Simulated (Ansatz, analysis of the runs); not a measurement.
# Conductance against twist: 4,4'-biphenylene with thiolate ends, rings twisted by 0 degrees, between Ag (111) faces with adatoms, and onwards, part 3 of 4

Wanted: G at twists from flat to perpendicular.

Ansatz 0.2.0; DFT PBE, plane waves, PAW; transmission of a junction between electrodes.

So far, conductance of the junction (G₀): step 2 (transmission, twist 0 degree) 0.0681; step 4 (another cell, twist 20 degree) 0.0461; step 6 (another cell, twist 40 degree) 0.0249.

**8. Transmission, twist 60 degree**

This step: DFT PBE, plane waves, PAW; transmission of a junction between electrodes (Ansatz 0.2.0).

One ring is turned to 60°, with its anchor, and the junction is built anew at the same bond lengths.

The cell differs from the one that the last finished run ended in (c 25.656 → 25.511 Å).

Input file input.yaml:

```yaml
crystal:
  lattice:
    - [8.8034794258, 0.0, 0.0]
    - [4.4017397129, 7.6240368244, 0.0]
    - [0.0, 0.0, 25.5108859551]
  atoms:
    - { symbol: Ag, position: [0.833333333, 0.833333333, 0.0] }
    - { symbol: Ag, position: [0.833333333, 0.166666667, 0.0] }
    - { symbol: Ag, position: [0.833333333, 0.5, 0.0] }
    - { symbol: Ag, position: [0.166666667, 0.833333333, 0.0] }
    - { symbol: Ag, position: [0.166666667, 0.166666667, 0.0] }
    - { symbol: Ag, position: [0.166666667, 0.5, 0.0] }
    - { symbol: Ag, position: [0.5, 0.833333333, 0.0] }
    - { symbol: Ag, position: [0.5, 0.166666667, 0.0] }
    - { symbol: Ag, position: [0.5, 0.5, 0.0] }
    - { symbol: Ag, position: [0.944444444, 0.944444444, 0.093920831] }
    - { symbol: Ag, position: [0.944444444, 0.277777778, 0.093920831] }
    - { symbol: Ag, position: [0.944444444, 0.611111111, 0.093920831] }
    - { symbol: Ag, position: [0.277777778, 0.944444444, 0.093920831] }
    - { symbol: Ag, position: [0.277777778, 0.277777778, 0.093920831] }
    - { symbol: Ag, position: [0.277777778, 0.611111111, 0.093920831] }
    - { symbol: Ag, position: [0.611111111, 0.944444444, 0.093920831] }
    - { symbol: Ag, position: [0.611111111, 0.277777778, 0.093920831] }
    - { symbol: Ag, position: [0.611111111, 0.611111111, 0.093920831] }
    - { symbol: Ag, position: [0.055555556, 0.055555556, 0.187841663] }
    - { symbol: Ag, position: [0.055555556, 0.388888889, 0.187841663] }
    - { symbol: Ag, position: [0.055555556, 0.722222222, 0.187841663] }
    - { symbol: Ag, position: [0.388888889, 0.055555556, 0.187841663] }
    - { symbol: Ag, position: [0.388888889, 0.388888889, 0.187841663] }
    - { symbol: Ag, position: [0.388888889, 0.722222222, 0.187841663] }
    - { symbol: Ag, position: [0.722222222, 0.055555556, 0.187841663] }
    - { symbol: Ag, position: [0.722222222, 0.388888889, 0.187841663] }
    - { symbol: Ag, position: [0.722222222, 0.722222222, 0.187841663] }
    - { symbol: Ag, position: [0.5, 0.5, 0.275188036] }
    - { symbol: S, position: [0.207357984, 0.556934201, 0.293701136] }
    - { symbol: C, position: [0.212126926, 0.589689175, 0.362331612] }
    - { symbol: C, position: [0.125641986, 0.534482813, 0.396517135] }
    - { symbol: C, position: [0.127660657, 0.560572296, 0.450566261] }
    - { symbol: C, position: [0.215705736, 0.642702347, 0.471576403] }
    - { symbol: C, position: [0.301431282, 0.698209257, 0.436629447] }
    - { symbol: C, position: [0.299479896, 0.672379983, 0.382551812] }
    - { symbol: C, position: [0.217691817, 0.670206916, 0.528423223] }
    - { symbol: C, position: [0.147796954, 0.839558179, 0.549433553] }
    - { symbol: C, position: [0.14955532, 0.865791119, 0.603482691] }
    - { symbol: C, position: [0.221748119, 0.722956095, 0.637668045] }
    - { symbol: C, position: [0.290926707, 0.553822075, 0.617447635] }
    - { symbol: C, position: [0.289142136, 0.527900771, 0.563369984] }
    - { symbol: S, position: [0.221891681, 0.758265061, 0.706298553] }
    - { symbol: H, position: [0.056239943, 0.470346489, 0.381551676] }
    - { symbol: H, position: [0.060554651, 0.514610989, 0.476356236] }
    - { symbol: H, position: [0.369264626, 0.764388803, 0.451349371] }
    - { symbol: H, position: [0.366002755, 0.71860903, 0.356706598] }
    - { symbol: H, position: [0.092214483, 0.953273497, 0.523643739] }
    - { symbol: H, position: [0.094376262, 0.998726303, 0.618448301] }
    - { symbol: H, position: [0.345933773, 0.440478982, 0.643292686] }
    - { symbol: H, position: [0.34258926, 0.39474505, 0.548649893] }
    - { symbol: Ag, position: [0.5, 0.5, 0.724811964] }
    - { symbol: Ag, position: [0.277777778, 0.277777778, 0.812158337] }
    - { symbol: Ag, position: [0.277777778, 0.611111111, 0.812158337] }
    - { symbol: Ag, position: [0.277777778, 0.944444444, 0.812158337] }
    - { symbol: Ag, position: [0.611111111, 0.277777778, 0.812158337] }
    - { symbol: Ag, position: [0.611111111, 0.611111111, 0.812158337] }
    - { symbol: Ag, position: [0.611111111, 0.944444444, 0.812158337] }
    - { symbol: Ag, position: [0.944444444, 0.277777778, 0.812158337] }
    - { symbol: Ag, position: [0.944444444, 0.611111111, 0.812158337] }
    - { symbol: Ag, position: [0.944444444, 0.944444444, 0.812158337] }
    - { symbol: Ag, position: [0.388888889, 0.388888889, 0.906079169] }
    - { symbol: Ag, position: [0.388888889, 0.722222222, 0.906079169] }
    - { symbol: Ag, position: [0.388888889, 0.055555556, 0.906079169] }
    - { symbol: Ag, position: [0.722222222, 0.388888889, 0.906079169] }
    - { symbol: Ag, position: [0.722222222, 0.722222222, 0.906079169] }
    - { symbol: Ag, position: [0.722222222, 0.055555556, 0.906079169] }
    - { symbol: Ag, position: [0.055555556, 0.388888889, 0.906079169] }
    - { symbol: Ag, position: [0.055555556, 0.722222222, 0.906079169] }
    - { symbol: Ag, position: [0.055555556, 0.055555556, 0.906079169] }
kpoints:
  mp_grid: { grid: [4, 4, 1] }
scf:
  occupations: { method: fermi_dirac, width: 0.1 }
hamiltonian:
  xc: pbe
output:
  transmission: { leads: [[60, 8]], e_range: [-0.7, 0.7], de: 0.035, kmesh: [4, 4] }
  dos: { projected: true, e_range: [-5, 4] }
  write_potential: true
  write_density: true
  volumetric_format: npy
```

Run with:

```sh
> ansatz run input.yaml --threads 16 --pin off --max-ram 61440MiB --backend cuda --events-out ev --progress --plain --runs-dir out --max-vram 78GiB
```

Numbers of over 12 decimals in the logs are rounded to 6 here.

The log of the run:

```text
[...]
Crystal: 69 atoms, lattice volume = 1712.241 Å³
Basis set: ecut = 420 eV, 33523 PW (Γ)
Bands: 577, of which v1, the nominal top of the filled ones, is band 481 counted from 1 (480 counted from 0)
Symmetry: 1 space group operations
[...]
k-points: 10 of 16 (time reversal used)
[...]
transmission: 295 of 320 steps passed
[...]
SCF converged after 9 iterations
[...]
--- Transmission ---
  basis      : 583 plane waves across, 32 finite elements along
  points     : 10, standing for a mesh of 4 x 4
  on the GPU : 10 of these points
[...]
filled         : 30.1 meV under the level at which it is neutral
    channels       : 7.687500e0 a spin
[...]
junction   : crystal 0 to crystal 0, 0.50 to 23.61 Å
    transmission   : 8.370103e-3 a spin
[...]
resistance     : 1.0141e0 Ω µm² beyond half of each lead's own
```

The job ended after 2.4 min (1 × NVIDIA GB200 with 16 threads of Arm Neoverse V2, shared host; peak memory 16 GiB).

The conductance is 0.00853 G₀. The conductance is 0.34 times that of the last run that gave one. The lead's Hamiltonian steps by 74.6 meV, which the program calls too much for a lead. The largest term of the program's error estimate is 52 %, from the steps of its leads' Hamiltonians or their offsets.

**9. Landauer integrals**

This step: Landauer integrals over the computed T(E), interpolated linearly between its energies (analysis of the runs above).

T(E) held rigid; rough near sharp steps of T(E). Table of conductance at 300 K by shift of the leads' level:

```tsv
shift of the leads' level (eV)	conductance at 300 K (G₀)
-0.350	0.0432
-0.300	0.0321
-0.250	0.0247
-0.200	0.0194
-0.150	0.0155
-0.100	0.0125
-0.050	0.0102
0.000	0.00855
0.050	0.00727
0.100	0.00630
0.150	0.00553
0.200	0.00493
0.250	0.00445
0.300	0.00402
0.350	0.00358
```

The thermopower is 25.4 μV/K. The Lorenz ratio is 1.04, where the Wiedemann-Franz law gives 1. These values rest on a semilocal level alignment and on the mesh across the current. Moving the level by up to 0.1 eV either way gives 20 to 31 μV/K.

**10. Transmission between the leads, twist 75 degree**

This step: DFT PBE, plane waves, PAW; transmission of a junction between electrodes (Ansatz 0.2.0).

One ring is turned to 75°, with its anchor, and the junction is built anew at the same bond lengths.

The cell differs from the one that the last finished run ended in (c 25.511 → 25.426 Å).

Input file input.yaml:

```yaml
crystal:
  lattice:
    - [8.8034794258, 0.0, 0.0]
    - [4.4017397129, 7.6240368244, 0.0]
    - [0.0, 0.0, 25.4259973667]
  atoms:
    - { symbol: Ag, position: [0.833333333, 0.833333333, 0.0] }
    - { symbol: Ag, position: [0.833333333, 0.166666667, 0.0] }
    - { symbol: Ag, position: [0.833333333, 0.5, 0.0] }
    - { symbol: Ag, position: [0.166666667, 0.833333333, 0.0] }
    - { symbol: Ag, position: [0.166666667, 0.166666667, 0.0] }
    - { symbol: Ag, position: [0.166666667, 0.5, 0.0] }
    - { symbol: Ag, position: [0.5, 0.833333333, 0.0] }
    - { symbol: Ag, position: [0.5, 0.166666667, 0.0] }
    - { symbol: Ag, position: [0.5, 0.5, 0.0] }
    - { symbol: Ag, position: [0.944444444, 0.944444444, 0.0942344] }
    - { symbol: Ag, position: [0.944444444, 0.277777778, 0.0942344] }
    - { symbol: Ag, position: [0.944444444, 0.611111111, 0.0942344] }
    - { symbol: Ag, position: [0.277777778, 0.944444444, 0.0942344] }
    - { symbol: Ag, position: [0.277777778, 0.277777778, 0.0942344] }
    - { symbol: Ag, position: [0.277777778, 0.611111111, 0.0942344] }
    - { symbol: Ag, position: [0.611111111, 0.944444444, 0.0942344] }
    - { symbol: Ag, position: [0.611111111, 0.277777778, 0.0942344] }
    - { symbol: Ag, position: [0.611111111, 0.611111111, 0.0942344] }
    - { symbol: Ag, position: [0.055555556, 0.055555556, 0.188468801] }
    - { symbol: Ag, position: [0.055555556, 0.388888889, 0.188468801] }
    - { symbol: Ag, position: [0.055555556, 0.722222222, 0.188468801] }
    - { symbol: Ag, position: [0.388888889, 0.055555556, 0.188468801] }
    - { symbol: Ag, position: [0.388888889, 0.388888889, 0.188468801] }
    - { symbol: Ag, position: [0.388888889, 0.722222222, 0.188468801] }
    - { symbol: Ag, position: [0.722222222, 0.055555556, 0.188468801] }
    - { symbol: Ag, position: [0.722222222, 0.388888889, 0.188468801] }
    - { symbol: Ag, position: [0.722222222, 0.722222222, 0.188468801] }
    - { symbol: Ag, position: [0.5, 0.5, 0.276106793] }
    - { symbol: S, position: [0.206853852, 0.553382396, 0.291443586] }
    - { symbol: C, position: [0.207120907, 0.578337786, 0.360842806] }
    - { symbol: C, position: [0.119178129, 0.518634124, 0.39288913] }
    - { symbol: C, position: [0.117655527, 0.5385726, 0.447523839] }
    - { symbol: C, position: [0.203541946, 0.618916396, 0.471268875] }
    - { symbol: C, position: [0.290773354, 0.679004772, 0.438454008] }
    - { symbol: C, position: [0.292363056, 0.659330665, 0.383796235] }
    - { symbol: C, position: [0.201803503, 0.639950979, 0.528730746] }
    - { symbol: C, position: [0.095721038, 0.803860803, 0.552475982] }
    - { symbol: C, position: [0.093937599, 0.823912408, 0.607110704] }
    - { symbol: C, position: [0.198690166, 0.680326388, 0.63915685] }
    - { symbol: C, position: [0.304192127, 0.516300935, 0.616203201] }
    - { symbol: C, position: [0.305857971, 0.496593877, 0.561545409] }
    - { symbol: S, position: [0.194122151, 0.707385946, 0.708556107] }
    - { symbol: H, position: [0.051374414, 0.455723553, 0.375781398] }
    - { symbol: H, position: [0.049484781, 0.489199945, 0.471598124] }
    - { symbol: H, position: [0.357015602, 0.743982693, 0.455328803] }
    - { symbol: H, position: [0.359954358, 0.708974888, 0.359662896] }
    - { symbol: H, position: [0.013989401, 0.918487741, 0.528401869] }
    - { symbol: H, position: [0.010278489, 0.952756109, 0.624218594] }
    - { symbol: H, position: [0.385347788, 0.401905577, 0.640336368] }
    - { symbol: H, position: [0.388193805, 0.366938537, 0.544670437] }
    - { symbol: Ag, position: [0.5, 0.5, 0.723893207] }
    - { symbol: Ag, position: [0.277777778, 0.277777778, 0.811531199] }
    - { symbol: Ag, position: [0.277777778, 0.611111111, 0.811531199] }
    - { symbol: Ag, position: [0.277777778, 0.944444444, 0.811531199] }
    - { symbol: Ag, position: [0.611111111, 0.277777778, 0.811531199] }
    - { symbol: Ag, position: [0.611111111, 0.611111111, 0.811531199] }
    - { symbol: Ag, position: [0.611111111, 0.944444444, 0.811531199] }
    - { symbol: Ag, position: [0.944444444, 0.277777778, 0.811531199] }
    - { symbol: Ag, position: [0.944444444, 0.611111111, 0.811531199] }
    - { symbol: Ag, position: [0.944444444, 0.944444444, 0.811531199] }
    - { symbol: Ag, position: [0.388888889, 0.388888889, 0.9057656] }
    - { symbol: Ag, position: [0.388888889, 0.722222222, 0.9057656] }
    - { symbol: Ag, position: [0.388888889, 0.055555556, 0.9057656] }
    - { symbol: Ag, position: [0.722222222, 0.388888889, 0.9057656] }
    - { symbol: Ag, position: [0.722222222, 0.722222222, 0.9057656] }
    - { symbol: Ag, position: [0.722222222, 0.055555556, 0.9057656] }
    - { symbol: Ag, position: [0.055555556, 0.388888889, 0.9057656] }
    - { symbol: Ag, position: [0.055555556, 0.722222222, 0.9057656] }
    - { symbol: Ag, position: [0.055555556, 0.055555556, 0.9057656] }
kpoints:
  mp_grid: { grid: [4, 4, 1] }
scf:
  occupations: { method: fermi_dirac, width: 0.1 }
hamiltonian:
  xc: pbe
output:
  transmission: { leads: [[60, 8]], e_range: [-0.7, 0.7], de: 0.035, kmesh: [4, 4] }
  dos: { projected: true, e_range: [-5, 4] }
  write_potential: true
  write_density: true
  volumetric_format: npy
```

The log of the run:

```text
[...]
Crystal: 69 atoms, lattice volume = 1706.543 Å³
Basis set: ecut = 420 eV, 33427 PW (Γ)
Bands: 577, of which v1, the nominal top of the filled ones, is band 481 counted from 1 (480 counted from 0)
Symmetry: 1 space group operations
[...]
k-points: 10 of 16 (time reversal used)
[...]
transmission: 293 of 320 steps passed
[...]
SCF converged after 9 iterations
[...]
--- Transmission ---
  basis      : 583 plane waves across, 32 finite elements along
  points     : 10, standing for a mesh of 4 x 4
  on the GPU : 10 of these points
[...]
filled         : 29.3 meV under the level at which it is neutral
    channels       : 7.687500e0 a spin
[...]
junction   : crystal 0 to crystal 0, 0.50 to 23.53 Å
    transmission   : 2.166027e-3 a spin
[...]
resistance     : 3.9441e0 Ω µm² beyond half of each lead's own
```

It took 2.1 min on 1 × NVIDIA GB200 with 16 threads; peak memory 16 GiB; 17 min of CPU time.

The conductance is 0.00220 G₀. The conductance is 0.26 times that of the last run that gave one. The lead's Hamiltonian steps by 73.9 meV, which the program calls too much for a lead. The largest term of the program's error estimate is 82 %, from the steps of its leads' Hamiltonians or their offsets.

**11. Conductance and thermopower from T(E)**

This step: Landauer integrals over the computed T(E), interpolated linearly between its energies (analysis of the runs above).

The thermopower is 21.0 μV/K. The Lorenz ratio is 1.03, where the Wiedemann-Franz law gives 1. These values rest on a semilocal level alignment and on the mesh across the current. Moving the level by up to 0.1 eV either way gives 17 to 26 μV/K.

(Continued in part 4 of 4.)

[Logs are printed without paths, hosts, clocks, repeated set-up lines and the standing remarks that a program may print on its own settings, such as how far it seeks lower states.]

[Hosts, paths, dates, database ids (printed as entryN), source tags and the programs' standing remarks are cut or masked in the printed files.]
